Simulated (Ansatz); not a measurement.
**Ionic part of the dielectric constant of RbBr at 5 GPa, mode by mode**

Theory: Ansatz 0.2.0, DFT PBE, scalar-relativistic, plane waves, PAW. Cutoff 420 eV, 6×6×6 k-points (Γ-centred), fixed occupations. No spin polarisation. Phonons by linear response, acoustic sum rule imposed.

Symmetry: Pm-3m, No. 221, cubic system. The conventional cell has a = 3.910 Å, b = 3.910 Å, c = 3.910 Å, α = 90.00°, β = 90.00°, γ = 90.00°. Rb (site symmetry m-3m) is surrounded by 8 Br at 3.39 Å. Br (site symmetry m-3m) is surrounded by 8 Rb at 3.39 Å.

Other phases may be more stable at this pressure.

The primitive cell has V = 59.77 Å³ and ε∞,zz = 3.164. Each polar mode adds Δε = (4.92064×10⁷/V)·S/ν² along z, with S its oscillator strength in e²/amu, ν in cm⁻¹ and V in Å³.

**Question.** From these modes, find each Δε and ε0,zz.
```json
{"ν (cm⁻¹)": "110.3", "S_zz (e²/amu)": "0.03634"}
```

**Answer.**
| ν (cm⁻¹) | Δε |
| --- | --- |
| 110.3 | 2.46 |

The sum is 2.460, so ε0,zz = 5.62; the run's tensor has 5.62.

**Question.** Where do the longitudinal modes lie for a wave vector along z?

**Answer.** At 147 cm⁻¹. The Lyddane–Sachs–Teller product Π(ν_LO/ν_TO)² = 1.78 matches ε0/ε∞ = 1.78.

This CsCl-type form isn't the usual stable structure of the compound at low pressure.